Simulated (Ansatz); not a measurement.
Runs of Ansatz 0.2.0 on BP. It takes space group F-43m (No. 216, cubic). Conventional cell: a = 4.538 Å, b = 4.538 Å, c = 4.538 Å, α = 90.00°, β = 90.00°, γ = 90.00°. P (site symmetry -43m) is surrounded by 4 B at 1.97 Å. Around B (site symmetry -43m) lie 4 P at 1.97 Å. 

| task | level | k mesh | cutoff (eV) | smearing | atoms under strain | points for each segment of the path | gap on the mesh (eV) | pressure (GPa) | V0 of scaled cells (Å³/atom) | B0 (GPa) |
| --- | --- | --- | --- | --- | --- | --- | --- | --- | --- | --- |
| elastic constants | PBEsol | 8 × 8 × 8 | 420 | fixed | clamped | - | (a) | -1.9 | - | - |
| equation of state | BLYP | 10 × 10 × 10 | 420 | fermi-dirac 0.05 eV | - | - | - | - | 12.13 | 148 |
| band structure | HSE03 | 6 × 6 × 6 | 420 | fermi-dirac 0.05 eV | - | 4 | 1.88 | -1.2 | - | - |
| equation of state | r2SCAN+D3(BJ) | 10 × 10 × 10 | 500 | fermi-dirac 0.05 eV | - | - | - | - | (b) | (c) |
| band structure | revPBE | 10 × 10 × 10 | 420 | fermi-dirac 0.05 eV | - | 14 | 1.26 | 3.3 | - | - |

Alike in all rows: potentials or basis Ansatz PAW; no spin polarisation; cell as given.

Q: Fill in the values left out.

A: (a) 1.17; (b) 11.53; (c) 173.

Caveats: the PAW data sets come from PBE, with cores solved anew for the run's functional, which leaves a small shift of forces and pressure (some runs); the potentials were made for another functional, which shifts forces and pressure (some runs); the k mesh misses the band edges, so the gap on the mesh is wider than the one along the path (some runs); the thresholds are loose for stress (some runs); the PAW data sets were made with another functional, which shifts forces and pressure a little (some runs).

Runs at the PBE level aren't shown here.
